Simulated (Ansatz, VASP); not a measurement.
**In7As7H16 (InAs wire along [100], 14 atoms a period, H-terminated) in two plane-wave programs**

Aim: how closely do two programs agree when they are given the same cell, functional and k mesh? The structure shown is the start of the Ansatz relaxation below; VASP solves that cell, so the two are compared at the walk's first step.

Program: Ansatz 0.2.0. Level of theory: plane waves, with VASP 6.6.1 beside it; single point at PBE. Results are calculated unless marked as measured.

## 1. The starting structure

The cell holds 30 atoms: 7 In, 16 H and 7 As. Its edges and angles: a = 16.460 Å, b = 16.460 Å, c = 6.190 Å, α = 90.0°, β = 90.0°, γ = 90.0°. Vacuum lies along a and b. The structure's axis is c.

## 2. Ansatz: relaxation, PBE

Ansatz runs on its default PAW (the set named soft_2) files.

The two programs are compared at the cell with which this relaxation starts, whose forces are those of its first step.

input.yaml reads:

```yaml
crystal:
  lattice:
    - [16.46, 0.0, 0.0]
    - [0.0, 16.46, 0.0]
    - [0.0, 0.0, 6.19]
  atoms:
    - { symbol: In, position: [0.268996566, 0.64505975, 0.0] }
    - { symbol: In, position: [0.457028158, 0.457028158, 0.0] }
    - { symbol: In, position: [0.64505975, 0.64505975, 0.0] }
    - { symbol: H, position: [0.308644627, 0.308644627, 0.105429254] }
    - { symbol: H, position: [0.417380097, 0.79344328, 0.105429254] }
    - { symbol: H, position: [0.206561361, 0.582624544, 0.166023179] }
    - { symbol: H, position: [0.707494955, 0.707494955, 0.166023179] }
    - { symbol: As, position: [0.363012362, 0.363012362, 0.25] }
    - { symbol: As, position: [0.363012362, 0.739075546, 0.25] }
    - { symbol: As, position: [0.551043954, 0.551043954, 0.25] }
    - { symbol: H, position: [0.206561361, 0.519463363, 0.333976821] }
    - { symbol: H, position: [0.519463363, 0.206561361, 0.333976821] }
    - { symbol: H, position: [0.707494955, 0.394592953, 0.333976821] }
    - { symbol: H, position: [0.308644627, 0.79344328, 0.394570746] }
    - { symbol: In, position: [0.268996566, 0.457028158, 0.5] }
    - { symbol: In, position: [0.457028158, 0.268996566, 0.5] }
    - { symbol: In, position: [0.457028158, 0.64505975, 0.5] }
    - { symbol: In, position: [0.64505975, 0.457028158, 0.5] }
    - { symbol: H, position: [0.605411689, 0.79344328, 0.605429254] }
    - { symbol: H, position: [0.79344328, 0.605411689, 0.605429254] }
    - { symbol: H, position: [0.206561361, 0.394592953, 0.666023179] }
    - { symbol: H, position: [0.394592953, 0.206561361, 0.666023179] }
    - { symbol: As, position: [0.363012362, 0.551043954, 0.75] }
    - { symbol: As, position: [0.551043954, 0.363012362, 0.75] }
    - { symbol: As, position: [0.551043954, 0.739075546, 0.75] }
    - { symbol: As, position: [0.739075546, 0.551043954, 0.75] }
    - { symbol: H, position: [0.206561361, 0.707494955, 0.833976821] }
    - { symbol: H, position: [0.496676219, 0.79344328, 0.894570746] }
    - { symbol: H, position: [0.605411689, 0.308644627, 0.894570746] }
    - { symbol: H, position: [0.79344328, 0.496676219, 0.894570746] }
kpoints:
  mp_grid: { grid: [1, 1, 13] }
scf:
  occupations: { method: fermi_dirac, width: 0.05 }
hamiltonian:
  xc: pbe
relax:
  cell: { fix: [a, b, alpha, beta, gamma] }
  max_steps: 45
  f_tol: 0.03
```

The run is started by

```sh
> ansatz run input.yaml --threads 4 --pin off --max-ram 16384MiB --backend cpu --events-out ev --progress --plain --runs-dir out
```

Numbers of over 12 decimals in the logs are rounded to 6 here.

Output:

```text
Engine: ansatz 0.2.0, aarch64-unknown-linux-gnu
Pseudopotentials: kind: paw
Pseudopotential: In, paw, valence charge 13, recommended cutoff 420 eV (normal), In.paw.azcp
Pseudopotential: H, paw, valence charge 1, recommended cutoff 420 eV (normal), H.paw.azcp
Pseudopotential: As, paw, valence charge 15, recommended cutoff 420 eV (normal), As.paw.azcp
Functional definition: PBE
  parameter kappa = 0.804
  parameter beta = 0.066725
  exchange = pbe_x(kappa = kappa, mu = beta*pi^2/3)
  correlation = pbe_c(beta = beta)
Crystal: 30 atoms, lattice volume = 1677.067 Å³
Basis set: ecut = 420 eV, 32837 PW (Γ), exchange–correlation on 240×240×90 points (8 copies of the dense FFT grid, shifted against one another)
Bands: 136, of which v1, the nominal top of the filled ones, is band 106 counted from 1 (105 counted from 0)
Symmetry: 1 space group operations
Space group: P1 (ITA 1), of the structure as read, at distance tolerance 1.2e-4 Å
k-points: 7 of 13 (time reversal used)
Non-local potential: In, projectors of the file, l = 0: 2, l = 1: 2, l = 2: 2, l = 3: 2
Non-local potential: H, projectors of the file, l = 0: 2, l = 1: 1
Non-local potential: As, projectors of the file, l = 0: 2, l = 1: 2, l = 2: 3, l = 3: 1
PAW form: soft (Blöchl's): semilocal exchange-correlation on the pseudo side does not see the compensation charge
PAW one-centre angular grid: In, 590 points (default); XC on 64 Gauss nodes
PAW one-centre angular grid: H, 110 points (default); XC on 64 Gauss nodes
PAW one-centre angular grid: As, 590 points (default); XC on 64 Gauss nodes
Initial density: superposition of atomic densities (neutral atoms: chi_scale 0, normalization atom), corrected by the library's trained network
Initial wavefunctions: pseudopotential atomic-orbital guess
Functional: x = pbe(κ = 0.804, μ = 0.219515), c = pbe(β = 0.066725)
SCF iter   1: F=—  HF=-73427.160316 eV  |F-HF|=—  |Δ(HF+E_count)|=         —  Δρ=3.00e-3  dr2=9.75e-1  ethr=1.77e-3  ⟨swp⟩=6.7  Hψ=4167  notcnv=0  defer=69
preconditioner: auto → Resta (q_TF=auto, 1.933 Å⁻¹)  ε∞=1.7  [insulator: Δε(μ)=1.676 eV  Ē_g=13.225 eV  σ=0.050 eV  W_gap=1.00  n_scr=202 (ndim 8)  ℏωp=10.8 eV  f_vac=0.635  D(μ)=0.00/eV (n_scr^D=0)  ε∞_Penn≈1.7  vacuum switching on, ρ_ref=1.3e-2 e/Å³]
SCF iter   2: F=—  HF=-73426.931679 eV  |F-HF|=—  |Δ(HF+E_count)|=   2.29e-1  Δρ=1.84e-3  dr2=2.41e-1  ethr=4.60e-4  ⟨swp⟩=3.0  Hψ=1315  notcnv=0  defer=151
SCF iter   3: F=—  HF=-73426.893085 eV  |F-HF|=—  |Δ(HF+E_count)|=   3.86e-2  Δρ=6.88e-4  dr2=1.83e-2  ethr=1.14e-4  ⟨swp⟩=3.0  Hψ=1288  notcnv=0  defer=152
SCF iter   4: F=—  HF=-73426.892861 eV  |F-HF|=—  |Δ(HF+E_count)|=   2.24e-4  Δρ=3.31e-4  dr2=2.63e-3  ethr=8.64e-6  ⟨swp⟩=2.0  Hψ=943  notcnv=0  defer=152
SCF iter   5: F=—  HF=-73426.893716 eV  |F-HF|=—  |Δ(HF+E_count)|=   8.54e-4  Δρ=1.04e-4  dr2=4.26e-4  ethr=1.24e-6  ⟨swp⟩=2.0  Hψ=1367  notcnv=0  defer=152
SCF iter   6: F=—  HF=-73426.893743 eV  |F-HF|=—  |Δ(HF+E_count)|=   2.75e-5  Δρ=3.74e-5  dr2=4.53e-5  ethr=2.01e-7  ⟨swp⟩=2.0  Hψ=1437  notcnv=0  defer=152
SCF iter   7: F=—  HF=-73426.893673 eV  |F-HF|=—  |Δ(HF+E_count)|=   7.06e-5  Δρ=1.46e-5  dr2=4.33e-6  ethr=2.13e-8  ⟨swp⟩=2.0  Hψ=1080  notcnv=0  defer=152
SCF iter   8: F=—  HF=-73426.893676 eV  |F-HF|=—  |Δ(HF+E_count)|=   3.08e-6  Δρ=5.39e-6  dr2=5.43e-7  ethr=2.04e-9  ⟨swp⟩=2.0  Hψ=1437  notcnv=0  defer=152
SCF iter   9: F=-73426.893676 eV  HF=-73426.893676 eV  |F-HF|=4.94e-8  |Δ(HF+E_count)|=   6.74e-7  Δρ=1.56e-6  dr2=5.66e-8  ethr=4.72e-11  ⟨swp⟩=4.0  Hψ=2702  notcnv=0
SCF 1 converged in 9 iterations: F = -73426.893676 eV  dr2 = 5.66e-8
  greatest PAW one-centre occupation: 0.999 electrons in one spin orbital (limit 2), on the As atom at site 8 (counted from 0), in its partial waves of l = 2
relax step   1: F+E_penalty+E_count = -73426.89367649 eV  Δ(F+E_penalty+E_count) = +0.000e0 eV  max|allowed force component| = 1.274e0 eV/Å  Δτ_max = 0.0000 Å  P = -0.205 GPa  Ω = 1677.067 Å³  fix = [a, b, alpha, beta, gamma]  reactions: a -0.281, b -0.185 GPa; alpha -0.139, beta -0.232, gamma -0.019 GPa/rad  (9 SCF iters, dr2 threshold 1.00e-7 eV, accepted)
[...]
relax step  14: F+E_penalty+E_count = -73428.55848483 eV  Δ(F+E_penalty+E_count) = -8.442e-4 eV  max|allowed force component| = 1.707e-2 eV/Å  Δτ_max = 0.0238 Å  P = -0.007 GPa  Ω = 1712.768 Å³  energy of the carried Pulay correction = -5.493e-3 eV  fix = [a, b, alpha, beta, gamma]  reactions: a -0.007, b -0.012 GPa; alpha -0.002, beta -0.001, gamma +0.000 GPa/rad  (6 SCF iters, dr2 threshold 1.39e-7 eV, accepted)
[...]
relax step  15: F+E_penalty+E_count = -73428.56460471 eV  Δ(F+E_penalty+E_count) = -6.120e-3 eV  max|allowed force component| = 1.718e-2 eV/Å  Δτ_max = 0.0000 Å  P = -0.005 GPa  Ω = 1712.768 Å³  fix = [a, b, alpha, beta, gamma]  reactions: a -0.006, b -0.011 GPa; alpha -0.002, beta -0.001, gamma +0.001 GPa/rad  stress off target by 2.22e-3 GPa on what of the cell is left free  SCF on the basis re-selected at this cell (its energy is not comparable with the rows above)  (7 SCF iters)
basis re-selected at this cell: Δ(F+E_penalty+E_count) = -6.120e-3 eV, ΔP = +0.002 GPa vs the last step (what re-selecting the basis moved, of the pressure what is left beyond the Pulay correction that the steps carried, after the strain that the cell walked since its last selection, with what the two solves' SCF thresholds leave and, on support functions, any second-order correction that the steps lacked; it is no m [...]
SCF converged after 7 iterations
Free energy (F): -73428.564605 eV
Harris-Foulkes:  -73428.564605 eV  (|F-HF|=4.38e-9)
Internal energy: -73428.564605 eV  (E = F + TS)
E sigma→0 (E₀):  -73428.564605 eV
Fermi energy:    -1.352618 eV
--- Per-component energies (eV) ---
  E_band       = -4166.643500
  E_kinetic    = 2622.446455
  E_local      = -89779.844930  (includes V_loc(G=0)·N_el)
  E_nonlocal   = -2098.666903
  E_hartree    = 43513.574872
  E_xc         = -2192.576323
  E_vxc        = -1418.107722  (∫ρ·V_xc dr)
  E_paw        = -41944.960385  (= ΣΔE_a)
  E_vpaw       = -519.602047  (= ΣTr[D̂ρ^β])
  E_aug_tail   = -0.018111  (compensation charges beyond the density's cutoff)
  E_ewald      = 16451.480721
  E_smearing   = -0.000000  (= −TS)
  E_closure    = 0.000000  (closes the sum)
  Σ components = -73428.564605   (vs F -73428.564605, Δ=0.00e0)
--- Forces (eV/Å), atoms counted from 1 ---
  atom   1  In    -0.00971907    -0.00465412    -0.00035854
  atom   2  In    -0.00001230     0.00073421     0.00405848
  atom   3  In     0.00567794    -0.00126160     0.00289534
  atom   4  H      0.00008738    -0.00308809     0.00496018
  atom   5  H     -0.00034569    -0.00115092    -0.00245424
  atom   6  H      0.00636502     0.00420548    -0.00378279
  atom   7  H     -0.00639249    -0.00080095    -0.00015988
  atom   8  As     0.00007349     0.00121594    -0.00171303
  atom   9  As     0.00018235     0.00141267     0.01718076
  atom  10  As     0.00120581     0.00263581     0.01098900
  atom  11  H      0.00419015    -0.00232127    -0.00016593
  atom  12  H     -0.00704769     0.00807213     0.00616607
  atom  13  H      0.00261730     0.00004238     0.00268653
  atom  14  H     -0.00196431     0.00523261    -0.00347656
  atom  15  In    -0.00823615     0.00600845    -0.00337147
  atom  16  In     0.00575684    -0.01489461    -0.00108483
  atom  17  In    -0.00272360    -0.00138008    -0.00895263
  atom  18  In     0.00501821     0.00452627    -0.00586205
  atom  19  H     -0.00212827     0.00013871     0.00308519
  atom  20  H     -0.00092674    -0.00466844    -0.00083553
  atom  21  H      0.00548068     0.00637795    -0.00723278
  atom  22  H      0.00344889     0.00669311    -0.00375392
  atom  23  As    -0.00379981    -0.00304137     0.00441194
  atom  24  As    -0.00436977    -0.00481010    -0.00331773
  atom  25  As     0.00656618     0.00242023    -0.00226065
  atom  26  As     0.00336539    -0.00318735    -0.00760177
  atom  27  H      0.00242189    -0.00832353     0.00208268
  atom  28  H      0.00162378    -0.00267933    -0.00358209
  atom  29  H     -0.00029528     0.00307688    -0.00002519
  atom  30  H     -0.00611981     0.00346947     0.00147519
  max |Σ_I F_I| component: 5.41e-7 eV/Å
--- Stress (GPa, compression-positive) ---
       -0.006265      -0.000590       0.001486
       -0.000590      -0.010730       0.002152
        0.001486       0.002152       0.002221
  P = ⅓ Tr σ = -0.0049 GPa (-0.049 kbar)
--- Relaxed structure (14 steps of the walk, 12 accepted, 1 SCFs on fresh bases) ---
  F+E_penalty+E_count = -73428.56460471 eV   max|allowed force component| = 1.718e-2 eV/Å   (the final SCF, on the basis selected at the relaxed cell)
  cell:  # Å, volume = 1712.7677 Å³
    - [16.46, 0, 0]
    - [0, 16.46, 0]
    - [0, 0, 6.321772]
  atoms:
    - { symbol: In, position: [0.258786, 0.665887, -0.077316] }
    - { symbol: In, position: [0.450864, 0.458469, 0.00559933] }
    - { symbol: In, position: [0.644895, 0.652228, 0.052495] }
    - { symbol: H, position: [0.321016, 0.319058, 0.129678] }
    - { symbol: H, position: [0.418443, 0.785798, 0.168389] }
    - { symbol: H, position: [0.177827, 0.625841, 0.061716] }
    - { symbol: H, position: [0.706198, 0.721002, 0.186600] }
    - { symbol: As, position: [0.372046, 0.368168, 0.285538] }
    - { symbol: As, position: [0.358801, 0.721900, 0.247209] }
    - { symbol: As, position: [0.550666, 0.548383, 0.255543] }
    - { symbol: H, position: [0.200316, 0.508114, 0.365582] }
    - { symbol: H, position: [0.544037, 0.224261, 0.305555] }
    - { symbol: H, position: [0.718679, 0.400219, 0.354101] }
    - { symbol: H, position: [0.313824, 0.777782, 0.398762] }
    - { symbol: In, position: [0.257801, 0.444624, 0.525629] }
    - { symbol: In, position: [0.466125, 0.254413, 0.473966] }
    - { symbol: In, position: [0.447786, 0.627341, 0.504982] }
    - { symbol: In, position: [0.642159, 0.449487, 0.493996] }
    - { symbol: H, position: [0.603894, 0.772570, 0.613086] }
    - { symbol: H, position: [0.785338, 0.601692, 0.663358] }
    - { symbol: H, position: [0.224198, 0.371883, 0.704467] }
    - { symbol: H, position: [0.405107, 0.193574, 0.631507] }
    - { symbol: As, position: [0.353355, 0.547100, 0.761892] }
    - { symbol: As, position: [0.538354, 0.368315, 0.732862] }
    - { symbol: As, position: [0.548593, 0.721001, 0.751782] }
    - { symbol: As, position: [0.719197, 0.552766, 0.773474] }
    - { symbol: H, position: [0.259867, 0.747106, 0.746480] }
    - { symbol: H, position: [0.502728, 0.791816, 0.849905] }
    - { symbol: H, position: [0.597127, 0.322960, 0.877487] }
    - { symbol: H, position: [0.776761, 0.501348, 0.905677] }
```

[end of part 1 of 2]

[Lines on the potential files, build, host, timing and source positions are cut from VASP's logs without a mark.]

[Logs are printed without paths, hosts, clocks, repeated set-up lines and the standing remarks that a program may print on its own settings, such as how far it seeks lower states.]

[Hosts, paths, dates, database ids (printed as entryN), source tags and the programs' standing remarks are cut or masked in the printed files.]
